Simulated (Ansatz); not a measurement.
Crystal: Ge.

```
CELL_PARAMETERS angstrom
0.00000 2.82891 2.82891
2.82891 0.00000 2.82891
2.82891 2.82891 0.00000
ATOMIC_POSITIONS crystal
Ge 0.75000 0.75000 0.75000
Ge 0.50000 0.50000 0.50000
```

* Program: Ansatz 0.2.0
* Task: relaxation of cell and atoms
* Functional: PBE
* Potentials or basis: Ansatz PAW
* Cutoff: 420 eV (not typed: the program's choice for these potentials)
* k mesh: 8 × 8 × 8
* Occupations: fermi-dirac, width 0.05 eV
* Spin: no spin polarisation

At the start: volume 22.64 Å³/atom.

Q: How do energy, volume and symmetry change on relaxing?

A: It ends after 5 steps and the volume is 23.91 Å³/atom (+5.6 %); space group Fd-3m (No. 227, to 0.05 Å).

The path:
| step | energy change (eV) | largest force (eV/Å) | volume (Å³) |
| --- | --- | --- | --- |
| 1 | 0.0000 | 0.0000 | 45.28 |
| 2 | -0.0260 | 0.0000 | 47.25 |
| 3 | -0.0271 | 0.0000 | 47.77 |
| 4 | -0.0271 | 0.0000 | 47.82 |
| 5 | -0.0276 | 0.0000 | 47.82 |

Final structure:
```xyz
2
Lattice="0.0000 2.8808 2.8808 2.8808 0.0000 2.8808 2.8808 2.8808 0.0000" Properties=species:S:1:pos:R:3 pbc="T T T"
Ge    4.3212    4.3212    4.3212
Ge    2.8808    2.8808    2.8808
```

The cell as given is a measured one (22.64 Å³/atom); PBE puts the equilibrium volume +5.6 % from it, thermal expansion not counted.

Caveat: the plane-wave basis is chosen anew once the cell has moved, so the energies of steps on either side of that aren't comparable.
